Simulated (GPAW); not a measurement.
# CaSe (Fm-3m) in GPAW: notebook

The runs below take CaSe through relaxation of the atoms, with PBE.

Everything below comes from runs of GPAW 26.7.0. Logs are shortened: lines on timing, memory, paths and dates and some standing lists are left out, and cuts for length are marked. The log counts tension as positive stress, the text compression.

**Measured values to compare with.**

From a printed reference work, monograph, original work of 1988, for a bulk crystal of CaSe at 2 K: band gap 3.85 eV (indirect).

The runs below are set against these values where they give the same quantity.

### 1 Starting point

Symmetry: Fm-3m, No. 225, cubic system. The conventional cell has a = 5.912 Å, b = 5.912 Å, c = 5.912 Å, α = 90.00°, β = 90.00°, γ = 90.00°. Around Se (site symmetry m-3m) lie 6 Ca at 2.96 Å. Ca (site symmetry m-3m) has 6 Se at 2.96 Å as nearest neighbours.

### 2 Relaxation of the atoms, PBE (strain = -0.01)

run.py reads:

```python
from ase import Atoms
from ase.io import write
from ase.optimize import BFGS
from gpaw import GPAW, PW

atoms = Atoms(['Se', 'Ca'],
              cell=[[0.0, 2.956, 2.956],
                    [2.92644, 0.0, 2.956],
                    [2.92644, 2.956, 0.0]],
              scaled_positions=[[0.5, 0.5, 0.5],
                                [0.0, 0.0, 0.0]],
              pbc=True)

calc = GPAW(mode=PW(600),
            xc='PBE',
            kpts={'size': (8, 8, 8), 'gamma': True},
            occupations={'name': 'fermi-dirac', 'width': 0.05},
            nbands=16,
            convergence={'density': 1e-05, 'forces': 0.0001},
            maxiter=150,
            txt='gpaw.txt')
atoms.calc = calc
opt = BFGS(atoms, trajectory='relax.traj', logfile='-')
done = opt.run(fmax=0.02, steps=60)
calc.write('gs.gpw')
write('result.traj', atoms)
print('Converged:', done)
print('Cell:', atoms.cell.cellpar().round(4))
print('Volume:', round(atoms.get_volume(), 4))
print(atoms.get_scaled_positions().round(5))
```

Potentials or basis: GPAW PAW data sets (gpaw-data 1.2.1), pw.

On the command line:

```bash
OMP_NUM_THREADS=1 python run.py
```

gpaw.txt:

```text
__  _  _
 | _ |_)|_||  |
 |__||  | ||/\| - 26.7.0

Input parameters:
  mode=PW(ecut=600.0),
  convergence={'density': 1e-05, 'forces': 0.0001},
  kpts=MonkhorstPack(size=(8, 8, 8), gamma=True),
  maxiter=150,
  nbands=16,
  occupations=Occupations(name='fermi-dirac', width=0.05),
  xc=XC(name='PBE')

Diagonalizing LCAO Hamiltonian
Converting LCAO to pw mode

                Se

       Ca

Atoms  # Å, Bohr magnetons
|   | symbol |        x |        y |        z |    initial magnetic moments |
|---|--------|----------|----------|----------|-----------------------------|
| 0 |     Se | 2.926440 | 2.956000 | 2.956000 | ( 0.0000,  0.0000,  0.0000) |
| 1 |     Ca | 0.000000 | 0.000000 | 0.000000 | ( 0.0000,  0.0000,  0.0000) |

Unit cell  # Å
| periodic |        x |        y |        z |  lengths |    angles |
|----------|----------|----------|----------|----------|-----------|
|      yes | 0.000000 | 2.956000 | 2.956000 | 4.180415 | 60.331898 |
|      yes | 2.926440 | 0.000000 | 2.956000 | 4.159566 | 59.834051 |
|      yes | 2.926440 | 2.956000 | 0.000000 | 4.159566 | 59.834051 |

Number of symmetries: 16
Symmetry operations  # r_c * U_cc + t_c -> r_c
|    | kind |            matrix            |
|----|------|------------------------------|
|  0 |  σ   |  1, 0, 0,  1, 0,-1,  1,-1, 0 |
|  1 |  C2  |  1, 0, 0,  1,-1, 0,  1, 0,-1 |
|  2 |  E   |  1, 0, 0,  0, 1, 0,  0, 0, 1 |
|  3 |  σ   |  1, 0, 0,  0, 0, 1,  0, 1, 0 |
|  4 |  C2  |  0, 1,-1,  1, 0,-1,  0, 0,-1 |
|  5 |  σ   |  0, 1,-1,  0, 1, 0, -1, 1, 0 |
|  6 |  S4  |  0, 1,-1,  0, 0,-1,  1, 0,-1 |
|  7 |  C4  |  0, 1,-1, -1, 1, 0,  0, 1, 0 |
|  8 |  S4  |  0,-1, 1,  1,-1, 0,  0,-1, 0 |
|  9 |  C4  |  0,-1, 1,  0, 0, 1, -1, 0, 1 |
| 10 |  C2  |  0,-1, 1,  0,-1, 0,  1,-1, 0 |
| 11 |  σ   |  0,-1, 1, -1, 0, 1,  0, 0, 1 |
| 12 |  C2  | -1, 0, 0,  0, 0,-1,  0,-1, 0 |
| 13 |  i   | -1, 0, 0,  0,-1, 0,  0, 0,-1 |
| 14 |  σ   | -1, 0, 0, -1, 1, 0, -1, 0, 1 |
| 15 |  C2  | -1, 0, 0, -1, 0, 1, -1, 1, 0 |

BZ-sampling:
  Number of BZ points: 512
  Number of IBZ points: 59

  Monkhorst-Pack size: [8, 8, 8]
  Monkhorst-Pack shift: [0.0625, 0.0625, 0.0625]

K-points  # in reciprocal-cell coordinates
|     |                                coordinates |     weight |
|-----|--------------------------------------------|------------|
|   0 | (  0.00000000,   0.00000000,   0.00000000) | 0.00195312 |
|   1 | (  0.00000000,   0.12500000,   0.12500000) | 0.00390625 |
|   2 | (  0.00000000,   0.25000000,   0.25000000) | 0.00390625 |
|   3 | (  0.00000000,   0.37500000,   0.37500000) | 0.00390625 |
|   4 | (  0.00000000,   0.50000000,   0.50000000) | 0.00195312 |
|   5 | (  0.12500000,   0.12500000,   0.00000000) | 0.00781250 |
|   6 | (  0.12500000,   0.12500000,   0.12500000) | 0.01562500 |
|   7 | (  0.12500000,   0.25000000,   0.12500000) | 0.01562500 |
|   8 | (  0.12500000,   0.25000000,   0.25000000) | 0.01562500 |
|   9 | (  0.12500000,   0.37500000,   0.25000000) | 0.01562500 |
| ... |                                            |            |
|  58 | (  0.50000000,   0.50000000,   0.50000000) | 0.00781250 |

Plane wave coefficients: 1727
Cutoff: 600.0 eV

Spin-components: 1 (collinear spins)
Bands:           16
Projectors:      10
Spin-degeneracy: 2
Datatype:        complex128

Parallelization:
  kpt:    1
  domain: 1
  band:   1

Density:
  Valence electrons: 16.0
  Components: 1
  Grid points: [24 24 24]
  Charge: 0.0  # |e|

Potential:
  Grid points: [24 24 24]

species:
  Se:
    name:    Selenium
    Z:       34.0
    valence: 6
    core:    28
    charge:  0.0  # [|e|]
    compensation charges:
      type: gauss
      rc: 0.27  # [Å]
      lmax: 2
    cutoffs:
      filter: 1.77  # [Å]
      core: 2.67  # [Å]
    projectors
    | kind |    occ | energy [eV] | rcut [Å] |
    |------|--------|-------------|----------|
    |   4s |  2.000 |     -17.277 |    0.847 |
    |   4p |  4.000 |      -6.512 |    1.005 |
    |    s |        |       9.935 |    0.847 |
    |    p |        |      20.699 |    1.005 |
    |    d |        |       0.000 |    0.847 |

    Using partial waves for Se as LCAO basis

  Ca:
    name:    Calcium
    Z:       20.0
    valence: 10
    core:    10
    charge:  0.0  # [|e|]
    compensation charges:
      type: gauss
      rc: 0.37  # [Å]
      lmax: 2
    cutoffs:
      filter: 2.10  # [Å]
      core: 1.17  # [Å]
    projectors
    | kind |    occ | energy [eV] | rcut [Å] |
    |------|--------|-------------|----------|
    |   3s |  2.000 |     -47.086 |    1.175 |
    |   4s |  2.000 |      -3.766 |    1.175 |
    |   3p |  6.000 |     -28.008 |    1.154 |
    |    p |        |      -0.797 |    1.154 |
    |    d |        |       0.000 |    0.937 |

    Using partial waves for Ca as LCAO basis

Reference energy: -84614.401363  # eV

eigensolver:
  PPCG
  Converge bands: occupied
  niter=2

density mixing:
  MSR1-Mixer
  Pratt-step length: 0.05
  Maximum mixing coefficient: 0.75
  Old densities: 10
  SVD Regularization: 0.005
  Good broyden scale: 1.0
  Trust region scale: 1.0
  Backstep threshold: 4.0
  History deletion threshold: 6.0
  Fourier metric: weight=20.0, sigma=0.015

occupation numbers:
  Fermi-Dirac:
    width: 0.0500  # eV

poisson solver:
  ecut: 4800.0  # eV

xc functional:
  name: PBE with 2 nearest neighbor stencil

convergence criteria:
- Maximum integral of absolute [dens]ity change: 1e-05 electrons / valence electron
- Maximum change in the atomic [forces] across last 2 cycles: 0.0001 eV/Ang OR
Maximum error relative to the maximum force is below inf
- Maximum [total energy] change in last 3 cyles: 0.0005 eV / valence electron
- Maximum integral of absolute [eigenst]ate change: 4e-08 eV^2 / valence electron
maximum number of iterations: 150

SCF iterations
|iter     | |      energy | eigst |  dens |force |
|---------|-|-------------|-------|-------|------|
|iter:   1| |   -9.544843 | +0.17 |       |      |
|iter:   2| |   -9.586444 | -1.53 | -1.21 |      |
|iter:   3| |   -9.561622 | -2.41 | -1.24 |      |
|iter:   4| |   -9.563781 | -3.37 | -1.58 |      |
|iter:   5| |   -9.560755c| -3.39 | -1.83 |      |
|iter:   6| |   -9.560734c| -5.05 | -2.65 |      |
|iter:   7| |   -9.560741c| -5.93 | -3.06 |      |
|iter:   8| |   -9.560742c| -7.11 | -3.95 |      |
|iter:   9| |   -9.560742c| -8.31c| -4.47 |      |
|iter:  10| |   -9.560742c| -8.77c| -5.32c|      |
|iter:  11| |   -9.560742c| -9.58c| -6.28c|-23.58c|

Converged in 11 steps
Energy contributions relative to reference atoms: (reference = -84614.401363)

Energy contributions:
  Kinetic:          14.110673
  Coulomb:         -11.494894
  Zero:             -0.575750
  External:          0.000000
  Xc:              -11.600771
  Entropy:          -0.000000
  Spinorbit:         0.000000
  ----------------------------
  Free energy:      -9.560742
  Extrapolated:     -9.560742

dipole moment: (-19.318676, -19.513814, -19.513814)  # |e|*Ang

Fermi level: 5.661
Eigenvalues  # (at kpt = [0.000, 0.000, 0.000])
| band index |      eig [eV] | occ [0-2] |
|------------|---------------|-----------|
|          0 |       -35.125 |     2.000 |
|          1 |       -16.147 |     2.000 |
|          2 |       -16.147 |     2.000 |
|          3 |       -16.144 |     2.000 |
|          4 |        -7.233 |     2.000 |
|          5 |         4.589 |     2.000 |
[... 8 lines left out ...]
|         14 |        14.320 |     0.000 |
|         15 |        16.941 |     0.000 |

Gap: 2.014 eV
Transition (v -> c):
  (s=0, k=0, n=7, [0.00, 0.00, 0.00]) -> (s=0, k=4, n=8, [0.00, 0.50, 0.50])
Direct/indirect transitions are different
Direct gap: 2.946 eV
Transition at: (s=0, k=54, n=7, [0.50, 0.50, 0.00])

Forces  # eV/Ang
|       x |        y |        z |
|---------|----------|----------|
| 0.00000 |  0.00000 |  0.00000 |  # Se   0
| 0.00000 | -0.00000 | -0.00000 |  # Ca   1

# Writing to gs.gpw (mode='')
```

It took 37 s on 1 thread of Arm Neoverse V1, shared host; peak memory 0.18 GiB.

Results:

```
Free energy            : -9.5607 eV
Band gap on the k mesh : 2.01 eV, indirect (least direct gap 2.95 eV)
```

Final structure:
```xyz
2
Lattice="0.0000 2.9560 2.9560 2.9264 0.0000 2.9560 2.9264 2.9560 0.0000" Properties=species:S:1:pos:R:3 pbc="T T T"
Se    2.9264    2.9560    2.9560
Ca    0.0000    0.0000    0.0000
```

Levels at points of the mesh, in eV from the valence-band top:
```
           k point  band 5  band 6  band 7  band 8  band 9  band 10  band 11  band 12
(0.00, 0.00, 0.00)  -11.83    0.00    0.00    0.00    3.41     3.69     3.69     3.75
(0.00, 0.50, 0.50)  -11.22   -2.53   -0.97   -0.97    2.01     5.05     5.10     6.03
(0.50, 0.50, 0.00)  -11.23   -2.57   -0.95   -0.93    2.02     5.02     5.13     6.02
(0.50, 0.50, 0.50)  -11.11   -3.32   -1.21   -1.20    4.53     5.48     5.50     5.52
```

Caveat: the density grid can change from cell to cell, which puts small steps into energies and stress; the relaxation stopped at its first step, so nothing moved; later steps reuse the first step's grids. A k mesh can miss the band edges.

### 3 Relaxation of the atoms, PBE

run.py, as its differences from that of step 2:

```diff
@@ -7,4 +7,4 @@
               cell=[[0.0, 2.956, 2.956],
-                    [2.92644, 0.0, 2.956],
-                    [2.92644, 2.956, 0.0]],
+                    [2.956, 0.0, 2.956],
+                    [2.956, 2.956, 0.0]],
               scaled_positions=[[0.5, 0.5, 0.5],
```

Potentials or basis: GPAW PAW data sets (gpaw-data 1.2.1), pw.

On the command line:

```bash
OMP_NUM_THREADS=1 python run.py
```

Wall time 19 s (1 thread of Arm Neoverse V1, shared host); peak memory 0.16 GiB.

Results (log left out):

```yaml
Free_energy: -9.5672 eV
Band_gap_on_the_k_mesh: 2.05 eV, indirect (least direct gap 2.98 eV)
```

Final structure:
```cif
data_structure
_symmetry_space_group_name_H-M 'P 1'
_symmetry_Int_Tables_number 1
_cell_length_a 4.1804
_cell_length_b 4.1804
_cell_length_c 4.1804
_cell_angle_alpha 60.000
_cell_angle_beta 60.000
_cell_angle_gamma 60.000
_cell_volume 51.66
loop_
_atom_site_label
_atom_site_type_symbol
_atom_site_fract_x
_atom_site_fract_y
_atom_site_fract_z
_atom_site_occupancy
Se1 Se 0.50000 0.50000 0.50000 1
Ca1 Ca 0.00000 0.00000 0.00000 1
```

Levels at points of the mesh, in eV from the valence-band top:
```
           k point  band 4  band 5  band 6  band 7  band 8  band 9  band 10  band 11  band 12
(0.00, 0.00, 0.00)  -20.77  -11.79    0.00    0.00    0.00    3.36     3.72     3.72     3.72
(0.50, 0.50, 0.00)  -20.80  -11.20   -2.53   -0.94   -0.94    2.05     5.02     5.07     5.99
(0.50, 0.50, 0.50)  -20.77  -11.09   -3.28   -1.18   -1.18    4.52     5.46     5.49     5.49
```

Caveat: the density grid can change from cell to cell, which puts small steps into energies and stress; the relaxation stopped at its first step, so nothing moved; later steps reuse the first step's grids.

### 4 How close it comes

Step 3. Against the measured gap of CaSe, 3.85 eV (indirect; 2 K; a printed reference work, monograph, original work of 1988), the calculated 2.05 eV is off by -1.80 eV. Spin-orbit coupling on Se is left out. The value is that of PBE on a finite k mesh, which can miss the band edges, without temperature or zero-point motion. Semilocal functionals fall short of measured gaps as a rule.
